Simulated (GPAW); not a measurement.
A run of GPAW 26.7.0:

Contents of run.py:

```python
from ase import Atoms
from ase.dft.bandgap import bandgap
from ase.io import write
from ase.units import GPa
from gpaw import GPAW, PW, setup_paths

setup_paths.insert(0, '.')

atoms = Atoms(['Hf', 'N'],
              cell=[[0.0, 2.256, 2.256],
                    [2.256, 0.0, 2.256],
                    [2.256, 2.256, 0.0]],
              scaled_positions=[[0.025578, 0.011518, -0.01355],
                                [0.486813, 0.502851, 0.51365]],
              pbc=True)

calc = GPAW(mode=PW(800),
            xc='PBEsol',
            kpts={'size': (10, 10, 10), 'gamma': True},
            occupations={'name': 'fermi-dirac', 'width': 0.05},
            nbands=19,
            convergence={'density': 1e-05, 'energy': 1e-05},
            maxiter=150,
            txt='gpaw.txt')
atoms.calc = calc
energy = atoms.get_potential_energy()
forces = atoms.get_forces()
stress = atoms.get_stress()
calc.write('gs.gpw')
write('result.traj', atoms)
print(f'Energy: {energy:.6f} eV')
print('Forces (eV/A):')
print(forces.round(4))
print('Stress (GPa):', (stress / GPa).round(3))
print('Fermi level:', round(calc.get_fermi_level(), 4), 'eV')
print(f'Gap: {bandgap(calc)[0]:.4f} eV, direct: {bandgap(calc, direct=True)[0]:.4f} eV')
```

Potentials or basis: PAW data sets generated in the run's folder for this functional, pw.

Launch:

```console
$ gpaw-setup -f PBEsol Hf N
$ OMP_NUM_THREADS=1 python run.py
```

Hardware: 1 thread of Intel(R) Xeon(R) Platinum 8259CL CPU @ 2.50GHz (Skylake/Cascade Lake), with other jobs on the host.

Q: How long does it take, and how much memory?

A: It took 4.7 min on 1 thread of Intel(R) Xeon(R) Platinum 8259CL CPU @ 2.50GHz (Skylake/Cascade Lake) (shared host), peak memory 0.45 GiB. Counts: scf iterations 9, plane waves 1243, bands 19, k points 504.
